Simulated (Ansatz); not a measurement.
Crystal: Al.

```
Al
1.0
     0.00000    2.02481    2.02481
     2.02481    0.00000    2.02481
     2.02481    2.02481    0.00000
Al
1
Direct
  0.00000 0.00000 0.00000
```

- Program: Ansatz 0.2.0
- Task: relaxation of cell and atoms
- Functional: PBEsol
- Dispersion: D3(BJ)
- Potentials or basis: all-electron LAPW, scalar-relativistic
- Basis error allowed: 0.001 eV/atom
- k mesh: 11 × 11 × 11
- Occupations: fermi-dirac, width 0.05 eV
- Spin: no spin polarisation

At the start: volume 16.60 Å³/atom.

Task: How do energy, volume and symmetry change on relaxing?

Result: Over 5 steps the energy falls by 16.9 meV/atom and the volume is 15.59 Å³/atom (-6.1 %); space group Fm-3m (No. 225, to 0.05 Å).

The path:
| step | energy change (eV) | largest force (eV/Å) | volume (Å³) |
| --- | --- | --- | --- |
| 1 | 0.0000 | 0.0000 | 16.60 |
| 2 | -0.0162 | 0.0000 | 15.40 |
| 3 | -0.0169 | 0.0000 | 15.61 |
| 4 | -0.0169 | 0.0000 | 15.59 |
| 5 | -0.0169 | 0.0000 | 15.59 |

Final structure:
```yaml
crystal:
  lattice:
    - [0.00000, 1.98259, 1.98259]
    - [1.98259, 0.00000, 1.98259]
    - [1.98259, 1.98259, 0.00000]
  atoms:
    - { symbol: Al, position: [0.00000, 0.00000, 0.00000] }
```

The cell as given is a measured one (16.60 Å³/atom); PBEsol+D3(BJ) puts the equilibrium volume -6.1 % from it, thermal expansion not counted.
